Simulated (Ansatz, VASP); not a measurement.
## Sb: VASP beside Ansatz

```xyz
2
Lattice="2.1542 1.2437 3.7580 -2.1542 1.2437 3.7580 0.0000 -2.4875 3.7580" Properties=species:S:1:pos:R:3 pbc="T T T"
Sb    0.0000    0.0000    8.6416
Sb    0.0000    0.0000    2.6324
```

Alike in both runs: functional revPBE; k mesh 8 × 8 × 8; occupations fermi-dirac, width 0.05 eV; no spin polarisation.

|  | VASP | Ansatz |
| --- | --- | --- |
| version | VASP 6.6.1 | Ansatz 0.2.0 |
| potentials or method | VASP PAW PBE potentials, release 64 (Sb) | Ansatz PAW |
| plane-wave cutoff (eV) | 520 | 420 |
| valence electrons in the cell | 10 | 30 |
| task | single point | band structure |

|  | VASP | Ansatz | Ansatz less VASP |
| --- | --- | --- | --- |
| gap on the k mesh at the Fermi level (eV) | none | none | - |
| pressure (GPa) | 3.7 | 3.7 | -0.03 |
| largest component of the traceless stress (GPa) | 0.40 | 0.36 | -0.043 |
| rms of the force components (eV/Å) | 0.127 | 0.105 | -0.0217 |

Atom by atom the forces differ by 0.022 eV/Å (rms over components). A gap of «none» marks a metal or a gap that the smearing closes. The functional is the same, so the differences come from potentials, cutoffs and numerics. The two sets of potentials don't hold the same shells in valence.

Caveats: the PAW data sets were made with another functional, which shifts forces and pressure a little (VASP); spin-orbit coupling is left out, which moves the levels of the heavy elements (Ansatz); the PAW data sets come from PBE, with cores solved anew for the run's functional, which leaves a small shift of forces and pressure (Ansatz). Spin-orbit coupling is left out, which matters for the levels of Sb.
